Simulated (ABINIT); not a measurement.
## ZrO2 in ABINIT: the effect of dispersion

The system is ZrO2.

```xyz
3
Lattice="0.0000 2.5451 2.5451 2.5451 0.0000 2.5451 2.5451 2.5451 0.0000" Properties=species:S:1:pos:R:3 pbc="T T T"
Zr    0.0000    0.0000    0.0000
O     3.8176    3.8176    3.8176
O     1.2725    1.2725    1.2725
```

Measurements of this composition are mostly on another form, of space group No. 14.

Alike in all runs:

| Property | Result |
| --- | --- |
| Program | ABINIT 10.8.3 (patched build) |
| Task | equation of state |
| Functional | PBE |
| Potentials or basis | JTH PAW PBE v2.0 |
| Cutoff | 626 eV |
| k mesh | 9 × 9 × 9 |
| Occupations | fermi-dirac, width 0.05 eV |
| Spin | no spin polarisation |

```csv
dispersion,V0 of scaled cells (Å³/atom),B0 (GPa)
none,11.15,235
D3,?,?
D3(BJ),10.96,244
D2,10.91,255
```

**Question.** What does the run with dispersion D3 give?

**Answer.** V0 of scaled cells 11.00 Å³/atom; B0 239 GPa.

Caveats: pressures at fixed basis lie under the slope of the energies.
